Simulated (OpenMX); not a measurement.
**NaI: equation of state with PBE**

The system is NaI.

```xyz
2
Lattice="0.0000 3.2364 3.2364 3.2364 0.0000 3.2364 3.2364 3.2364 0.0000" Properties=species:S:1:pos:R:3 pbc="T T T"
I     3.2364    3.2364    3.2364
Na    0.0000    0.0000    0.0000
```

```yaml
Program: OpenMX 3.8.5
Task: equation of state
Functional: PBE
Potentials_or_basis: OpenMX 2013 PBE set, I7.0-s3p2d2f1, Na9.0-s3p2d1, fixed grid of 50 × 50 × 50 points
k_mesh: 7 × 7 × 7
Occupations: fermi-dirac, width 0.05 eV
Spin: no spin polarisation
Mixing_scheme: rmm-diisk
SCF_threshold: 1e-08 Ha
Solver: band
Grid_points_held_for_all_volumes: 50 × 50 × 50
```

- Equilibrium volume: 35.19 Å³/atom
- Bulk modulus: 16.1 GPa
- Pressure derivative of the bulk modulus: 4.6 (rough: it moves with the points fitted)

Energy against volume, from the lowest point:
```tsv
volume (Å³/atom)	energy (meV/atom)
31.865	19.01
32.543	11.62
33.221	6.15
33.899	2.50
34.577	0.55
35.255	0.00
35.933	0.71
```

Caveat: volumes in these bases differ from converged ones by about 1 %, for some elements by several; the basis of atomic orbitals isn't converged, which shifts pressures, moduli and gaps. Spin-orbit coupling is left out, which matters for the levels of I.
